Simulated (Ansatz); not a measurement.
LiF (Griceite):

```
F Li
1.0
     0.00000    2.01400    2.01400
     2.01400    0.00000    2.01400
     2.01400    2.01400    0.00000
F Li
1 1
Direct
  0.50000 0.50000 0.50000
  0.00000 0.00000 0.00000
```

Program: Ansatz 0.2.0. Alike in all runs: potentials or basis all-electron LAPW, scalar-relativistic; no spin polarisation; cell as given; k mesh 11 × 11 × 11; smearing fermi-dirac 0.05 eV; basis error allowed 0.001 eV/atom.

Problem. Order these runs on this cell by their pressure, lowest first.
A. level PBE; cutoff (eV) 288
B. level LDA; cutoff (eV) 286
C. level PBEsol; cutoff (eV) 287

Solution. B (-6.4 GPa), C (-1.2 GPa), A (2.0 GPa).

Not every run made on this cell is shown here.
